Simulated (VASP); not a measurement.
**Input and output of a VASP PBE single-point calculation on Ge (strained diamond)**

INCAR

```
EDIFF = 1E-7
SIGMA = 0.02
ENCUT = 520
NSW = 0
PREC = Accurate
LASPH = .TRUE.
LELF = .TRUE.
ISMEAR = -1
LREAL = .FALSE.
LCHARG = .TRUE.
NELM = 120
NBANDS = 21
GGA = PE
LWAVE = .FALSE.
IBRION = -1
ISIF = 2
```

KPOINTS

```
KPOINTS created by Atomic Simulation Environment
0
Gamma
8 8 8
0 0 0
```

KPOINTS_OPT

```
special points
7
Reciprocal
0.0000000000 0.0000000000 0.0000000000 1
0.5000000000 0.0000000000 0.5000000000 1
0.6250000000 0.2500000000 0.6250000000 1
0.3750000000 0.3750000000 0.7500000000 1
0.5000000000 0.5000000000 0.5000000000 1
0.5000000000 0.2500000000 0.7500000000 1
0.0000000000 0.0000000000 0.5000000000 1
```

POSCAR

```
Ge
 1.0000000000000000
     0.0000000000000000    2.7943204094000000    2.7943204094000000
     2.7943204094000000    0.0000000000000000    2.7943204094000000
     2.7943204094000000    2.7943204094000000    0.0000000000000000
 Ge
   2
Cartesian
  0.0000000000000000  0.0000000000000000  0.0000000000000000
  1.3971602047000000  1.3971602047000000  1.3971602047000000
```

VASP ran with the recommended PBE PAW datasets (28 valence electrons in the cell).

Command

```
mpirun -np 1 vasp_std
```

OSZICAR

```
N       E                     dE             d eps       ncg     rms          rms(c)
DAV:   1     0.188252224704E+03    0.18825E+03   -0.14413E+04  1354   0.366E+03
DAV:   2     0.179357821855E+02   -0.17032E+03   -0.16447E+03  1228   0.624E+02
DAV:   3    -0.819113020479E+01   -0.26127E+02   -0.25836E+02  1378   0.142E+02
DAV:   4    -0.903394014628E+01   -0.84281E+00   -0.84223E+00  1413   0.297E+01
DAV:   5    -0.904771624954E+01   -0.13776E-01   -0.13776E-01  1358   0.418E+00    0.337E+00
DAV:   6    -0.898033268558E+01    0.67384E-01   -0.23349E-02  1406   0.139E+00    0.200E+00
DAV:   7    -0.894551970401E+01    0.34813E-01   -0.53491E-02  1385   0.198E+00    0.151E-01
DAV:   8    -0.894729220166E+01   -0.17725E-02   -0.59753E-03  1353   0.881E-01    0.442E-02
DAV:   9    -0.894742922232E+01   -0.13702E-03   -0.20400E-04  1397   0.186E-01    0.154E-02
DAV:  10    -0.894744095693E+01   -0.11735E-04   -0.28691E-05  1406   0.669E-02    0.650E-03
DAV:  11    -0.894744241233E+01   -0.14554E-05   -0.49300E-06  1400   0.340E-02    0.163E-03
DAV:  12    -0.894744252346E+01   -0.11113E-06   -0.16381E-07  1118   0.453E-03    0.530E-04
DAV:  13    -0.894744251569E+01    0.77689E-08   -0.13934E-08   799   0.155E-03
   1 F= -.89474425E+01 E0= -.89474412E+01  d E =-.256421E-05
       N       E                     dE             ncg
DAV:   1     0.853283381380E+02   -0.77371E+04      325
DAV:   2    -0.112815199715E+04   -0.12135E+04      294
DAV:   3    -0.131054187569E+04   -0.18239E+03      324
DAV:   4    -0.131632030833E+04   -0.57784E+01      354
DAV:   5    -0.131641089646E+04   -0.90588E-01      319
DAV:   6    -0.131641334843E+04   -0.24520E-02      359
DAV:   7    -0.131641345125E+04   -0.10282E-03      329
DAV:   8    -0.131641345648E+04   -0.52285E-05      359
DAV:   9    -0.131641345678E+04   -0.29914E-06      324
DAV:  10    -0.131641345679E+04   -0.12989E-07      242
```

From OUTCAR

```
k-points           NKPTS =     29   k-points in BZ     NKDIM =     29   number of bands    NBANDS=     21

   NELECT =      28.0000    total number of electrons

   dimension x,y,z NGX =    30 NGY =   30 NGZ =   30
   dimension x,y,z NGXF=    60 NGYF=   60 NGZF=   60

  energy-cutoff  :      520.00
  volume of cell :       43.64
      direct lattice vectors                 reciprocal lattice vectors
     0.000000000  2.794320409  2.794320409    -0.178934384  0.178934384  0.178934384
     2.794320409  0.000000000  2.794320409     0.178934384 -0.178934384  0.178934384
     2.794320409  2.794320409  0.000000000     0.178934384  0.178934384 -0.178934384

 k-points in reciprocal lattice and weights: KPOINTS created by Atomic Simulation Env
   0.00000000  0.00000000  0.00000000       0.002
   0.12500000  0.00000000  0.00000000       0.016
   0.25000000  0.00000000  0.00000000       0.016
   0.37500000  0.00000000  0.00000000       0.016
   0.50000000  0.00000000  0.00000000       0.008
   0.12500000  0.12500000  0.00000000       0.012
   0.25000000  0.12500000  0.00000000       0.047
   0.37500000  0.12500000  0.00000000       0.047
   ...

 E-fermi :   5.5089

 k-point     1 :       0.0000    0.0000    0.0000
  band No.  band energies     occupation
      1     -19.5100      2.00000
      2     -19.5100      2.00000
      3     -19.5100      2.00000
      4     -19.4709      2.00000
      5     -19.4709      2.00000
      6     -19.2395      2.00000
      7     -19.2395      2.00000
      8     -19.2395      2.00000
      9     -19.2223      2.00000
     10     -19.2223      2.00000
     11      -7.6983      2.00000
     12       5.3619      1.99872
     13       5.3619      1.99872
     14       5.3619      1.99872
     15       5.7391      0.00002
     16       7.9299      0.00000
     17       7.9299      0.00000
     18       7.9299      0.00000
     19      11.8759      0.00000
     20      14.9428      0.00000
     21      14.9428      0.00000

 k-point     2 :       0.1250    0.0000    0.0000
  band No.  band energies     occupation
      1     -19.5190      2.00000
      2     -19.5190      2.00000
      3     -19.5072      2.00000
      4     -19.4582      2.00000
      5     -19.4582      2.00000
      6     -19.2518      2.00000
      7     -19.2518      2.00000
      8     -19.2428      2.00000
      9     -19.2120      2.00000
     10     -19.2120      2.00000
     11      -7.5012      2.00000
     12       3.0506      2.00000
     13       5.0094      2.00000
     14       5.0094      2.00000
     15       6.5753      0.00000
     16       8.3986      0.00000
     17       8.3986      0.00000
     18       8.9764      0.00000
     19      12.8314      0.00000
     20      14.0006      0.00000
     21      14.0006      0.00000

 k-point     3 :       0.2500    0.0000    0.0000
  band No.  band energies     occupation
      1     -19.5300      2.00000
      2     -19.5300      2.00000
      3     -19.5006      2.00000
      4     -19.4392      2.00000
      5     -19.4392      2.00000
      6     -19.2664      2.00000
      7     -19.2664      2.00000
      8     -19.2507      2.00000
      9     -19.2012      2.00000
     10     -19.2012      2.00000
     11      -6.9283      2.00000
     12       0.5924      2.00000
     13       4.4393      2.00000
     14       4.4393      2.00000
     15       6.1632      0.00000
     16       9.0436      0.00000
     17       9.0436      0.00000
     18      11.2179      0.00000
     19      13.4522      0.00000
     20      13.7521      0.00000
     21      13.7521      0.00000

 k-point     4 :       0.3750    0.0000    0.0000
  band No.  band energies     occupation
      1     -19.5354      2.00000
      2     -19.5354      2.00000
      3     -19.4938      2.00000
      4     -19.4278      2.00000
      5     -19.4278      2.00000
      6     -19.2739      2.00000
      7     -19.2739      2.00000
      8     -19.2588      2.00000
      9     -19.1955      2.00000
     10     -19.1955      2.00000
     11      -6.0845      2.00000
     12      -1.4405      2.00000
     13       4.0377      2.00000
     14       4.0377      2.00000
     15       5.7927      0.00000
     16       9.1727      0.00000
     17       9.1727      0.00000
     18      12.6688      0.00000
     19      13.9256      0.00000
     20      14.9881      0.00000
     21      14.9881      0.00000

 k-point     5 :       0.5000    0.0000    0.0000
  band No.  band energies     occupation
      1     -19.5366      2.00000
      2     -19.5366      2.00000
      3     -19.4910      2.00000
      4     -19.4248      2.00000
      5     -19.4248      2.00000
      6     -19.2754      2.00000
      7     -19.2754      2.00000
      8     -19.2622      2.00000
      9     -19.1940      2.00000
     10     -19.1940      2.00000
     11      -5.5160      2.00000
     12      -2.4128      2.00000
     13       3.8982      2.00000
     14       3.8982      2.00000
     15       5.6618      0.00096
     16       9.1271      0.00000
     17       9.1271      0.00000
     18      12.5091      0.00000
     19      16.1751      0.00000
     20      16.7813      0.00000
     21      16.7815      0.00000

 k-point     6 :       0.1250    0.1250    0.0000
  band No.  band energies     occupation
      1     -19.5187      2.00000
      2     -19.5161      2.00000
      3     -19.5161      2.00000
      4     -19.4609      2.00000
      5     -19.4445      2.00000
      6     -19.2768      2.00000
      7     -19.2313      2.00000
      8     -19.2299      2.00000
      9     -19.2299      2.00000
     10     -19.2066      2.00000
     11      -7.4345      2.00000
     12       3.0625      2.00000
     13       4.4418      2.00000
     14       4.4418      2.00000
     15       7.2609      0.00000
     16       7.8502      0.00000
     17       9.1817      0.00000
     18       9.1817      0.00000
     19      12.7769      0.00000
     20      13.1331      0.00000
     21      15.2137      0.00000

 k-point     7 :       0.2500    0.1250    0.0000
  band No.  band energies     occupation
      1     -19.5334      2.00000
      2     -19.5251      2.00000
      3     -19.5069      2.00000
      4     -19.4454      2.00000
      5     -19.4224      2.00000
      6     -19.2994      2.00000
      7     -19.2502      2.00000
      8     -19.2328      2.00000
      9     -19.2128      2.00000
     10     -19.1969      2.00000
     11      -6.9824      2.00000
     12       1.1821      2.00000
     13       3.7947      2.00000
     14       3.8566      2.00000
     15       7.3209      0.00000
     16       8.1275      0.00000
     17      10.0361      0.00000
     18      10.3121      0.00000
     19      12.7994      0.00000
     20      14.4626      0.00000
     21      14.9910      0.00000

 k-point     8 :       0.3750    0.1250    0.0000
  band No.  band energies     occupation
      1     -19.5453      2.00000
      2     -19.5334      2.00000
      3     -19.4908      2.00000
      4     -19.4286      2.00000
      5     -19.4090      2.00000
      6     -19.3087      2.00000
      7     -19.2673      2.00000
      8     -19.2498      2.00000
      9     -19.2000      2.00000
     10     -19.1853      2.00000
     11      -6.2047      2.00000
     12      -0.8607      2.00000
     13       3.1009      2.00000
     14       3.5303      2.00000
     15       7.0816      0.00000
     16       8.7368      0.00000
     17      10.1891      0.00000
     18      11.0546      0.00000
     19      14.3174      0.00000
     20      14.9368      0.00000
     21      15.8514      0.00000

 k-point     9 :       0.5000    0.1250    0.0000
  band No.  band energies     occupation
      1     -19.5501      2.00000
      2     -19.5390      2.00000
      3     -19.4771      2.00000
      4     -19.4160      2.00000
      5     -19.4117      2.00000
      6     -19.2996      2.00000
      7     -19.2821      2.00000
      8     -19.2669      2.00000
      9     -19.1911      2.00000
     10     -19.1804      2.00000
     11      -5.4187      2.00000
     12      -2.2620      2.00000
     13       2.6270      2.00000
     14       3.5296      2.00000
     15       6.8639      0.00000
     16       8.9343      0.00000
     17       9.8863      0.00000
     18      12.6744      0.00000
     19      14.3982      0.00000
     20      16.4828      0.00000
     21      16.7720      0.00000

 ...

  Total        1.7858763      1.7858763      1.7858763      0.0000000     -0.0000000     -0.0000000
  in kB       65.5697237     65.5697237     65.5697237      0.0000000     -0.0000000     -0.0000000
  external PRESSURE =      65.5697237 kB  Pullay stress =       0.0000000 kB

 POSITION                                       TOTAL-FORCE (eV/Angst)
 -----------------------------------------------------------------------------------
      0.00000      0.00000      0.00000        -0.000000     -0.000000     -0.000000
      1.39716      1.39716      1.39716         0.000000      0.000000      0.000000
 -----------------------------------------------------------------------------------
    total drift:                                0.000000      0.000000      0.000000

  FREE ENERGIE OF THE ION-ELECTRON SYSTEM (eV)
  ---------------------------------------------------
  free  energy   TOTEN  =        -8.9474425157 eV

  energy  without entropy=       -8.9474399515  energy(sigma->0) =       -8.94744123
```

| Item | Value |
| --- | --- |
| gap between bands v and c | 0.30 eV |
| least direct gap | 0.38 eV |
| pressure | 6.6 GPa |

Band v is the last that the valence electrons fill when counted band by band, and c is the next.

The run took about 32 s on one core of a shared host (Intel Xeon Platinum 8488C) and held 0.19 GiB at most.
